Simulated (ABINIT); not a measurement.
The system is CaO.

```
Ca O
1.0
     0.00000    2.40356    2.40356
     2.40356    0.00000    2.40356
     2.40356    2.40356    0.00000
Ca O
1 1
Direct
  0.00000 0.00000 0.00000
  0.50000 0.50000 0.50000
```

The cell is a database's computed one.

Base run:

| Item | Value |
| --- | --- |
| Program | ABINIT 10.8.3 (patched build) |
| Functional | AM05 |
| Potentials or basis | JTH PAW PBE v2.0 |
| Cutoff | 626 eV |
| k mesh | 10 × 10 × 10 |
| Occupations | fermi-dirac, width 0.05 eV |
| Spin | no spin polarisation |

Its results: band gap on the k mesh 3.59 eV, indirect (least direct gap 3.97 eV); pressure -1.9 GPa.

The run is repeated on the same cell with these changes: functional from AM05 to PBE. What comes out?

Band gap on the k mesh 3.65 eV, indirect (least direct gap 4.02 eV); pressure 1.5 GPa.

PBE binds less tightly than AM05, so the same cell stands under more pressure.

Caveats: the PAW data sets were made with another functional, which shifts forces and pressure a little (some runs).
